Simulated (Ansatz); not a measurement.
Wanted: the native input for an Ansatz 0.2.0 run.

| Quantity | Value |
| --- | --- |
| Task | band structure |
| Functional | PBE |
| Potentials or basis | Ansatz PAW |
| Cutoff | 420 eV (not typed: the program's choice for these potentials) |
| k mesh | 7 × 7 × 7 |
| Occupations | fermi-dirac, width 0.05 eV |
| Spin | no spin polarisation |
| Hubbard terms | Ti d U = 6 eV |
| Path | [["G", "Y", "T", "Z", "G", "X", "A1", "Y"], ["T", "X1"], ["X", "A", "Z"], ["L", "G"]] |
| Points for each segment of the path | 14 |
| Hubbard projectors | ortho-atomic (the default) |
| Double counting | fll (the default) |

TiSi2:

```xyz
6
Lattice="0.0000 4.1175 4.2629 2.3895 0.0000 4.2629 2.3895 4.1175 0.0000" Properties=species:S:1:pos:R:3 pbc="T T T"
Ti    3.5843    6.1763    6.3943
Ti    2.3895    4.1175    4.2629
Si    1.1948    3.3975    2.1314
Si    1.1948    0.7200    2.1314
Si    2.3895    1.3387    4.2629
Si    2.3895    6.8963    4.2629
```

The cell is a database's computed one.

These files were run (other wordings do the same):

input.yaml

```yaml
crystal:
  lattice:
    - [0.0, 4.1175163063, 4.2628978354]
    - [2.3895119538, 0.0, 4.2628978354]
    - [2.3895119538, 4.1175163063, 0.0]
  atoms:
    - { symbol: Ti, position: [0.75, 0.75, 0.75] }
    - { symbol: Ti, position: [0.5, 0.5, 0.5] }
    - { symbol: Si, position: [0.41256561, 0.08743439, 0.41256561] }
    - { symbol: Si, position: [0.08743439, 0.41256561, 0.08743439] }
    - { symbol: Si, position: [0.16256561, 0.83743439, 0.16256561] }
    - { symbol: Si, position: [0.83743439, 0.16256561, 0.83743439] }
hamiltonian:
  xc: pbe
  pseudopotentials: { kind: paw }
  hubbard: { sites: [{ species: Ti, l: d, u_eff: 6.0 }] }
kpoints:
  mp_grid: { grid: [7, 7, 7] }
  band_path:
    path:
      - [[0.0, 0.0, 0.0], [0.5, 0.0, 0.5], [1.0, 0.5, 0.5], [0.5, 0.5, 0.0], [0.0, 0.0, 0.0], [0.0, 0.4127457158, 0.4127457158], [0.5, 0.2443551471, 0.7443551471], [0.5, 0.0, 0.5]]
      - [[1.0, 0.5, 0.5], [1.0, 0.5872542842, 0.5872542842]]
      - [[0.0, 0.4127457158, 0.4127457158], [0.5, 0.7556448529, 0.2556448529], [0.5, 0.5, 0.0]]
      - [[0.5, 0.5, 0.5], [0.0, 0.0, 0.0]]
    npoints: 14
scf:
  occupations: { method: fermi_dirac, width: 0.05 }
  n_extra_bands: 15
output:
  forces: true
  stress: true
  eigenvalues: true
  fatbands: false
```

Potentials or basis: Ansatz PAW.

Launch:

```console
$ ansatz run input.yaml --threads 2 --pin off --max-ram 5632MiB --backend cpu --events-out ev --progress --plain --runs-dir out
```

Results of the run:

```
Pressure               : 7.6 GPa
Largest force          : 0.153 eV/Å
Band gap on the k mesh : none (metal or under the smearing width)
```

Caveat: U without spin polarisation on a metal has little footing; the U is typed as a test and isn't derived for this compound.

Run time: 14 s on 2 threads of Arm Neoverse V2 (shared host), peak memory 0.66 GiB.
